InGa2N3 is a nitride semiconductor in which every metal atom has four nitrogen neighbours. Its electron states were sorted into energy windows, and each window leaves a signature: how many electrons its states hold, how compact their density is, and which atomic orbitals they resemble. The problem is to find the energy of each window from that signature.

InGa2N3 (space group Cmc2_1, 12-atom cell), computed with Ansatz 0.2.0 using PBE and scalar-relativistic plane-wave PAW, without spin polarisation and with fixed atoms. The cutoff is 500 eV, the k mesh 6×6×6 and the Gaussian smearing 0.05 eV. Energies are counted from the Fermi level, states are in electrons per cell, and orbital shares are from Loewdin projections. Candidates: -6.91, 0.44, -4.74, -1.05, -13.89, -15.78.

```csv
row,states in the window (per cell),share of the cell that they fill,share of Ga 4p,share of N 2p,share of Ga 4s,share of N 2s,share of Ga 3d
A,1.71,0.18,0.03,0.91,0.00,0.00,0.02
B,10.60,0.35,0.15,0.67,0.04,0.00,0.00
C,60.00,0.04,0.02,0.00,0.00,0.05,0.60
D,12.00,0.16,0.09,0.00,0.00,0.39,0.27
E,0.01,0.29,0.00,0.04,0.28,0.43,0.00
F,9.95,0.50,0.09,0.54,0.19,0.00,0.00
```

"States in the window" counts the electrons per cell that the states hold when full. "Share of the cell that they fill" is near 1 for an evenly spread density and small for a density packed around the nuclei. The other columns give the parts played by single orbitals; most of the remainder belongs to indium. A printed 0.00 means a small part, up to about 0.05, and not strict absence. Energies are counted from the middle of the gap, so negative windows are filled and positive ones empty.

**(a) Which rows are complete shells, and does the count fix their order in energy?**

*Solution.* Start from the limit in which the atoms keep their orbitals to themselves. The cell of 12 atoms is In2Ga4N6, with six metal atoms and six nitrogen atoms. Each nitrogen offers 2 places in 2s and 6 in 2p, and each metal atom 10 in its d shell:

$$\text{N 2s: } 6\times 2=12,\qquad \text{N 2p: } 6\times 6=36,\qquad \text{metal d: } 6\times 10=60 .$$

The calculation treats 13 electrons per metal atom and 5 per nitrogen, so $6\times13+6\times5=108$ electrons fill exactly these places. The metal s and p orbitals stay empty in this limit.

Row C holds 60 states, mainly Ga 3d, and fills only 0.04 of the cell. It is the set of metal d shells, which are compact because they lie close to the nuclei. Row D holds 12 states with N 2s as the largest of the listed parts, so it is the nitrogen 2s group. Both belong to the two deepest windows, since the N 2p states must form the upper valence band.

Which of the two lies lower is another matter. Row D has a large part of Ga 3d, so the two kinds of orbital mix. When two levels mix, one combination is pushed down and the other up, and both contain both orbitals. Six N 2s orbitals can pair with at most six combinations of d orbitals, so a mixed set of 12 states could be split off below the d states or above them. The order of C and D therefore stays open.

**(b) Assign the remaining four rows.**

*Solution.* Without overlap between nitrogen and metal, the upper valence band would be pure N 2p. Overlap lets the N 2p orbitals bond with the empty metal orbitals, and the stronger the bonding, the lower the state. Purity in N 2p is thus a guide to height within the band. Row A, with an N 2p share of 0.91, belongs at the valence top.

Rows B and F hold nearly equal numbers of states, so the count does not separate them. Their metal parts do: Ga 4s is 0.19 in F and only 0.04 in B, while B has more Ga 4p. The metal s level lies below the metal p level, closer to N 2p, and bonds with it more strongly. That places F at the bottom of the band and B above it. The density agrees, for F fills 0.50 of the cell against 0.35 for B, as suits charge shared between atoms.

Row E holds almost no states and has large s parts on both nitrogen and gallium. It is the edge of the conduction band. The reason for the small N 2p part is symmetry. At the centre of the Brillouin zone, where such nitrides usually have their conduction minimum, the metal s orbitals should all enter the lowest empty state with the same sign. The overlaps of a nitrogen p orbital with the s orbitals of its four neighbours then nearly cancel, and the metal s orbitals find their partner in N 2s.

Hydrogen fluoride is a simpler system with the same layout. Its bonding orbital of H 1s and F 2p lies below two lone pairs of nearly pure F 2p, and the antibonding orbital above them is empty. Rows F, A and E take these three places in turn. The likeness ends at the empty level: in the molecule it contains F 2p, whereas in the crystal N 2s has taken over that part.

The assignments of A and E are sure. Those of B and F are sure as far as the bonding argument holds. Only the order of C and D is ambiguous.

**(c) Compare with the labels. How far does the picture of separate shells hold?**

The rows with their labels:

```csv
"bottom of the window, from the Fermi level (eV)",top of the window (eV),states in the window (per cell),share of the cell that they fill,share of Ga 4p,share of N 2p,share of Ga 4s,share of N 2s,share of Ga 3d
-15.78,-15.03,12.00,0.16,0.09,0.00,0.00,0.39,0.27
-13.89,-11.41,60.00,0.04,0.02,0.00,0.00,0.05,0.60
-6.92,-0.42,36.00,0.32,0.10,0.70,0.07,0.00,0.00
-6.91,-4.74,9.95,0.50,0.09,0.54,0.19,0.00,0.00
-4.74,-2.59,10.60,0.35,0.15,0.67,0.04,0.00,0.00
-1.05,-0.44,1.71,0.18,0.03,0.91,0.00,0.00,0.02
0.44,1.05,0.01,0.29,0.00,0.04,0.28,0.43,0.00
```

*Solution.* The four assignments of part (b) are right, and the open question is settled: D, at −15.78 eV, lies below C, at −13.89 eV. The 12 states are thus the set pushed down, which fits a bonding mixture of N 2s and metal d. The extra row at −6.92 eV is the whole upper valence band and contains rows A, B and F. Its 36 states complete the count of part (a), which has no adjustable constant and gives the size of all three filled groups.

The whole band also tests the rule that purity in N 2p rises with energy. Subtracting the three windows from it leaves about 14 states between B and A, with an N 2p share of about 0.8. This value falls between those of B and A, so the average share rises from each window to the next, up to the top of the band. Of the Ga 4s in the band, 78 % sits in the lowest window, as the bonding argument predicts.

The orbital shares obey the separate-shell picture much less well than the counts. Suppose that only N 2s and metal d mixed. Every d electron that entered the lower group would then be replaced by an N 2s electron in the upper one. With indium included, the d share of the lower group is 0.433, and the N 2s share of the upper group is 0.052:

$$12\times 0.433=5.2\ \text{electrons},\qquad 60\times 0.052=3.1\ \text{electrons}.$$

The exchange has the expected direction, but N 2s makes up only about 60 % of it. Other orbitals supply the rest; Ga 4p alone, with its share of 0.02 among 60 states, brings about one electron.

The name "N 2s group" therefore describes a count and not a composition. Of the 12 places that the N 2s orbitals offer, about 3 end up in empty bands, and the conduction edge shows where some of them went. The composition also depends on how space is divided: N 2s has a share of 0.39 in the lowest group, yet the regions around the nitrogen atoms hold 0.54 of its density. In addition, PBE places these d levels too high. The degree of mixing, and possibly the order of the two groups, may differ in the real crystal.

The count at the conduction edge needs care as well. One band at one point of the $6\times6\times6$ mesh holds $2/6^3=0.009$ electrons, which is the whole entry of 0.01. A parabolic band with a mass below about 0.24 electron masses rises out of the window before the next mesh point is reached. The entry thus signals a light, steep band, and it is no measure of how many electrons the edge can take up. PBE also makes the gap too small, which tends to make this band lighter than in the real crystal. The count at the valence top also depends on the mesh, though less severely.

The two edges of the gap involve the metals to different degrees. The valence top belongs mainly to nitrogen, while the metal atoms hold about two fifths of the density at the conduction edge. There, one indium atom carries about twice the density of one gallium atom. A likely cause, untested here, is the longer In–N contact, which weakens the antibonding push and draws the lowest empty state towards indium. The printed analysis below lists the N 2s electrons in each filled group.

Printed output of the fit:

```
windows from the valence top in eV and fuller shares:
     row   bottom       top   N 2s  cation s  cation d  density in N cells
  -15.78   -15.33    -14.58  0.386     0.058     0.433               0.538
  -13.89   -13.44    -10.96  0.052         0     0.899               0.104
   -6.92   -6.472   0.02824  0.028     0.105     0.013               0.748
   -6.91   -6.462    -4.292   0.05     0.278     0.011               0.646
   -4.74   -4.292    -2.142  0.038     0.073     0.012               0.744
   -1.05  -0.6018  0.008237      0         0      0.02               0.858
    0.44   0.8882     1.498  0.427     0.531         0               0.584
valence electrons expected from In2Ga4N6: 108
electrons in the three filled groups: 108
places in N 2s orbitals per cell: 12
places in cation d orbitals per cell: 60
places in N 2p orbitals per cell: 36
N 2p electrons in the upper valence group: 25.2
N 2s electrons in the 12-state group: 4.632
N 2s electrons in the 60-state group: 3.12
N 2s electrons in the upper valence group: 1.008
N 2s places left for the empty bands: 3.24
cation d electrons in the 12-state group: 5.196
cation d electrons in all filled groups: 59.6
d in the 12-state group less N 2s in the 60-state group, electrons: 2.076
Ga 4s electrons in the upper valence group: 2.448
part of these in the lowest valence window, percent: 77.63
upper valence states without a row of their own: 13.74
N 2p share of those states: 0.8129
conduction edge, In 5s per atom over Ga 4s per atom: 1.779
conduction edge, density in one In cell over one Ga cell: 2.078
states given by one band at one mesh point: 0.009259
band mass below which the next mesh point leaves the conduction window, electron masses: 0.2384
gap on the mesh in eV: 0.8951
```
